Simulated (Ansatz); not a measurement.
# Si (Pm-3m) in Ansatz: single point with PBE0

Aim: the single point of Si with PBE0.

Everything below comes from runs of Ansatz 0.2.0. Logs are shortened: lines on timing, memory, paths and dates and some standing lists are left out, and cuts for length are marked.

## Step 1: The crystal as given

Symmetry: Pm-3m, No. 221, cubic system. The conventional cell has a = 2.532 Å, b = 2.532 Å, c = 2.532 Å, α = 90.00°, β = 90.00°, γ = 90.00°. Around Si (site symmetry m-3m) lie 6 Si at 2.53 Å.

The cell was built by a generator and needn't be a form met in nature.

## Step 2: Single point, PBE0

File input.yaml:

```yaml
crystal:
  lattice:
    - [2.53211, 0.0, 0.0]
    - [0.0, 2.53211, 0.0]
    - [0.0, 0.0, 2.53211]
  atoms:
    - { symbol: Si, position: [0.5, 0.5, 0.5] }
hamiltonian:
  xc: pbe0
  pseudopotentials: { kind: paw }
kpoints:
  mp_grid: { grid: [6, 6, 6] }
scf:
  occupations: { method: fermi_dirac, width: 0.05 }
output:
  forces: true
  stress: true
  eigenvalues: true
  write_density: true
  write_potential: true
  elf: true
  volumetric_format: npy
```

Potentials or basis: Ansatz PAW.

The run is started by

```console
$ ansatz run input.yaml --threads 2 --pin off --max-ram 5632MiB --backend cpu --events-out ev --progress --plain --runs-dir out
```

Output:

```text
Warning: output.stress: scf.convergence.dr2_threshold = 1e-7 eV (the SCF's general default) is looser than the 1e-10 eV advised for a printed stress (1e-10 eV for each atom of the cell: 1). What an SCF threshold leaves in a stress goes as its square root, and in the free energy as the threshold itself, and one threshold admits the most on a small cell: of the crystals measured, under no hybrid functional and no lock of the moments, on runs that ended without the residual-converged pass, on stresses that held no estimate of that error, the worst erred by over 100 MPa in a component at 1e-7 eV an atom and by under 5 at 1e-10. Set scf.convergence.dr2_threshold to 1e-10 eV or tighter. The threshold is an SCF's pass mark: one that does not reach it within its budget of iterations ends unconverged, or closes short of it on a stop that the run arms, and scf.convergence.dr2_threshold's page says what that costs each kind of run
Warning: output.stress: scf.exx.energy_threshold = 1e-6 eV is looser than the 1e-8 eV advised for a stress under a hybrid functional (1e-8 eV for each atom of the cell: 1). Every SCF of the exchange loop can meet its threshold on dr2 while the loop round them stops early: no threshold on dr2 bounds what that leaves in the stress. Set scf.exx.energy_threshold to 1e-8 eV or tighter. The threshold is the loop's pass mark: a loop that does not reach it within its budget of cycles ends unconverged, and scf.exx.energy_threshold's page has the law
Warning: RAYON_NUM_THREADS=2 ignored (pool sized by the plan → 2); use --threads N
Engine: ansatz 0.2.0, x86_64-unknown-linux-gnu
Pseudopotentials: kind: paw
Pseudopotential: Si, paw, valence charge 4, recommended cutoff 420 eV (normal), Si.paw.azcp
Functional definition: PBE0
  parameter a = 0.25
  parameter kappa = 0.804
  parameter beta = 0.06672455060314922
  exchange = (1 - a)*pbe_x(kappa = kappa, mu = beta*pi^2/3) + a*exact_x
  correlation = pbe_c(beta = beta)
Crystal: 1 atoms, lattice volume = 16.235 Å³
Basis set: ecut = 420 eV, 305 PW (Γ), exchange–correlation on 36×36×36 points (8 copies of the dense FFT grid, shifted against one another)
Bands: 6, of which v1, the nominal top of the filled ones, is band 2 counted from 1 (1 counted from 0)
Symmetry: 48 space group operations
Space group: Pm-3m (ITA 221), of the structure as read, at distance tolerance 2.5e-5 Å
k-points: 20 of 216
Non-local potential: Si, projectors of the file, l = 0: 2, l = 1: 2, l = 2: 2
PAW form: soft (Blöchl's): semilocal exchange-correlation on the pseudo side does not see the compensation charge
PAW frozen core: Si, regenerated for the run's functional, and the local potential with it (the file was generated under x = pbe(κ = 0.804, μ = 0.2195149727645171), c = pbe(β = 0.06672455060314922))
PAW one-centre angular grid: Si, 110 points (default); XC on 64 Gauss nodes
Initial density: superposition of atomic densities (neutral atoms: chi_scale 0, normalization atom), corrected by the library's trained network
Initial wavefunctions: pseudopotential atomic-orbital guess
Functional: x = pbe(κ = 0.804, μ = 0.2195149727645171), c = pbe(β = 0.06672455060314922), warm-up for x = 0.75 pbe(κ = 0.804, μ = 0.2195149727645171) + 0.25 exact, c = pbe(β = 0.06672455060314922)
SCF iter   1: F=—  HF=-635.477095 eV  |F-HF|=—  |Δ(HF+E_count)|=         —  Δρ=2.08e-3  dr2=6.38e-4  ethr=1.77e-3  ⟨swp⟩=6.8  Hψ=586  notcnv=0
preconditioner: auto → none  [insulator: Δε(μ)=0.459 eV  Ē_g=13.445 eV  σ=0.050 eV  W_gap=0.72  n_scr=0 (ndim 8)  ℏωp=18.4 eV  f_vac=0.000  D(μ)=1.38/eV (n_scr^D=18)]
SCF iter   2: F=—  HF=-635.477245 eV  |F-HF|=—  |Δ(HF+E_count)|=   1.51e-4  Δρ=1.03e-3  dr2=1.45e-4  ethr=1.60e-5  ⟨swp⟩=2.6  Hψ=202  notcnv=0  defer=3
iter 3 solved again at ethr=8.57e-9 eV; its pass at ethr=3.64e-6 eV (dr2=3.43e-7 eV) is discarded
SCF iter   3: F=—  HF=-635.477315 eV  |F-HF|=—  |Δ(HF+E_count)|=   6.90e-5  Δρ=6.85e-5  dr2=3.91e-7  ethr=8.57e-9  ⟨swp⟩=3.9  Hψ=405  notcnv=0
SCF iter   4: F=—  HF=-635.477315 eV  |F-HF|=—  |Δ(HF+E_count)|=   4.16e-7  Δρ=4.40e-6  dr2=3.20e-9  ethr=8.57e-9  ⟨swp⟩=2.8  Hψ=181  notcnv=0
SCF iter   5: F=-635.477315 eV  HF=-635.477315 eV  |F-HF|=1.49e-10  |Δ(HF+E_count)|=   4.48e-9  Δρ=9.04e-7  dr2=6.98e-11  ethr=8.00e-11  ⟨swp⟩=3.5  Hψ=203  notcnv=0
[... 30 lines left out ...]
SCF iter   2: F=-635.964556 eV  HF=-635.964556 eV  |F-HF|=6.53e-10  |Δ(HF+E_count)|=   1.65e-7  Δρ=5.41e-6  dr2=1.07e-5  ethr=6.43e-8  ⟨swp⟩=2.5  Hψ=173  notcnv=0
SCF 4 stopped early in 2 iterations: F = -635.964556 eV  dr2 = 1.07e-5
hybrid outer 3: dexx = +1.246e-4 eV, tail = 1.29e-3 eV, Δε = 8.83e-2 eV (about 2.13e-2 eV left of the loop's levels)
Frozen-core exchange: fock
SCF iter   1: F=—  HF=-635.964672 eV  |F-HF|=—  |Δ(HF+E_count)|=         —  Δρ=2.91e-5  dr2=1.07e-6  ethr=2.68e-6  ⟨swp⟩=2.0  Hψ=240  notcnv=0
preconditioner: auto → none  [insulator: Δε(μ)=0.369 eV  Ē_g=15.647 eV  σ=0.050 eV  W_gap=0.62  n_scr=0 (ndim 8)  ℏωp=18.4 eV  f_vac=0.000  D(μ)=0.70/eV (n_scr^D=6)]
SCF iter   2: F=—  HF=-635.964672 eV  |F-HF|=—  |Δ(HF+E_count)|=   1.24e-8  Δρ=2.66e-6  dr2=9.57e-7  ethr=2.95e-9  ⟨swp⟩=3.6  Hψ=202  notcnv=0
SCF iter   3: F=—  HF=-635.964688 eV  |F-HF|=—  |Δ(HF+E_count)|=   1.62e-5  Δρ=7.16e-6  dr2=1.64e-8  ethr=1.43e-11  ⟨swp⟩=4.7  Hψ=294  notcnv=0
SCF iter   4: F=-635.964688 eV  HF=-635.964688 eV  |F-HF|=2.50e-12  |Δ(HF+E_count)|=   4.85e-9  Δρ=8.66e-7  dr2=6.54e-9  ethr=1.43e-11  ⟨swp⟩=4.0  Hψ=229  notcnv=0
SCF 5 converged in 4 iterations: F = -635.964688 eV  dr2 = 6.54e-9
  Residual-converged pass: ⟨swp⟩=1.6  Hψ=132  notcnv=0  max |occ|·‖R‖ = 2.4e-6 eV (tolerance 2.4e-6 eV)  dr2=6.54e-9  dr2_onsite=2.52e-12  max |Δocc| = 8.3e-14
hybrid outer 4: dexx = +5.519e-7 eV, tail = 8.13e-8 eV, Δε = 2.39e-2 eV (about 2.81e-3 eV left of the loop's levels)
hybrid SCF converged: 4 outer / 16 inner (+5 warm-up), last move |dexx| = 5.52e-7 eV, tail = 8.13e-8 eV
Stability not checked: this state was not tested for a lower state beside it, because the functional holds exact exchange (a hybrid, or Hartree-Fock), whose exchange loop this test does not read (fock_operator; see scf.lower_state_search)
Free energy (F): -635.964688 eV
Frozen-core exchange: fock
Harris-Foulkes:  -635.964688 eV  (|F-HF|=2.50e-12)
Internal energy: -635.959693 eV  (E = F + TS)
E sigma→0 (E₀):  -635.962191 eV
Entropy (-TS):   -0.004995 eV (-4.995 meV/atom)
Fermi energy:    8.981942 eV
--- Per-component energies (eV) ---
  E_band       = 9.368602
  E_kinetic    = 40.093303
  E_local      = -5.381718  (includes V_loc(G=0)·N_el)
  E_nonlocal   = 24.884254
  E_hartree    = 1.719466
  E_xc         = -43.033304
  E_vxc        = -36.797144  (∫ρ·V_xc dr)
  E_exx        = -6.932322  (= α·E_x^exact, valence–valence)
  E_paw        = -518.171242  (= ΣΔE_a)
  E_vpaw       = -3.004392  (= ΣTr[D̂ρ^β])
  E_aug_tail   = 0.000007  (compensation charges beyond the density's cutoff)
  E_ewald      = -129.081526
  E_core_change = -0.056611  (= ΣΔE_core)
  E_smearing   = -0.004995  (= −TS)
  E_closure    = 0.000000  (closes the sum)
  Σ components = -635.964688   (vs F -635.964688, Δ=-1.14e-13)
--- Forces (eV/Å), atoms counted from 1 ---
  atom   1  Si     0.00000000     0.00000000     0.00000000
  max |Σ_I F_I| component: 1.31e-31 eV/Å
--- Stress (GPa, compression-positive) ---
       -3.143911       0.000000       0.000000
        0.000000      -3.143911      -0.000000
        0.000000       0.000000      -3.143911
  P = ⅓ Tr σ = -3.1439 GPa (-31.439 kbar)
--- Band table (eV; the first three rows and the last of 20) ---
  k-point 0: bands = ["-6.6599", "17.3194", "17.3194", "17.6547", "17.6547", "17.6547"]
  k-point 1: bands = ["-5.9842", "11.1639", "17.8414", "18.1954", "18.1954", "22.2556"]
  k-point 2: bands = ["-3.9763", "4.6649", "19.1833", "19.7380", "19.7380", "25.0454"]
  k-point 19: bands = ["9.4193", "9.4193", "9.4193", "13.0896", "14.6907", "14.6907"]
```

rho_z.tsv:

```text
# z_ang	rho[e/angstrom^3]
# format = ansatz-planar-average/11
# lattice	2.532110000	0.000000000	0.000000000
# lattice	0.000000000	2.532110000	0.000000000
# lattice	0.000000000	0.000000000	2.532110000
# sites	1
# site	14	1.266055000	1.266055000	1.266055000
0.000000	1.743637e-1
0.140673	1.796287e-1
0.281346	1.948606e-1
0.422018	2.178468e-1
0.562691	2.437490e-1
0.703364	2.666077e-1
[... 10 lines left out ...]
2.250764	1.948606e-1
2.391437	1.796287e-1
```

v_z.tsv:

```text
# z_ang	v_es[eV]	v_tot[eV]
# format = ansatz-planar-average/11
# xc	pbe0
# density_cutoff_ev	1680
# datasets	Si=:simpson_from_first_knot:soft:fock:shift=0
# lattice	2.532110000	0.000000000	0.000000000
# lattice	0.000000000	2.532110000	0.000000000
# lattice	0.000000000	0.000000000	2.532110000
# sites	1
# site	14	1.266055000	1.266055000	1.266055000
0.000000	9.959522e0	2.685852e0
0.140673	9.646409e0	2.341729e0
0.281346	8.689360e0	1.263265e0
0.422018	7.037992e0	-6.652947e-1
0.562691	4.382617e0	-3.623943e0
0.703364	8.726321e-1	-7.501906e0
[... 10 lines left out ...]
2.250764	8.689360e0	1.263265e0
2.391437	9.646409e0	2.341729e0
```

Run time: 10 s. Hardware: 2 threads of AMD EPYC (Zen 3), shared host; peak memory 0.48 GiB.

What came out:

| Property | Result |
| --- | --- |
| Free energy | -635.9647 eV |
| Pressure | -3.1 GPa |
| Band gap on the k mesh | none (metal or under the smearing width) |

Levels at points of the mesh, in eV from the Fermi level:
```tsv
k point	band 1	band 2	band 3	band 4	band 5
(0.00, 0.00, 0.00)	-15.64	8.34	8.34	8.67	8.67
(0.00, 0.00, -0.50)	-10.53	-8.20	11.16	12.29	12.29
(0.00, -0.50, -0.50)	-4.47	-3.98	-3.98	1.81	15.77
(-0.50, -0.50, -0.50)	0.44	0.44	0.44	4.11	5.71
```

Caveat: the k mesh is coarse (spacing up to 0.41 Å⁻¹), so the values aren't converged, least of all with exact exchange; the PAW data sets come from PBE, with cores solved anew for the run's functional, which leaves a small shift of forces and pressure; the thresholds are loose for stress.
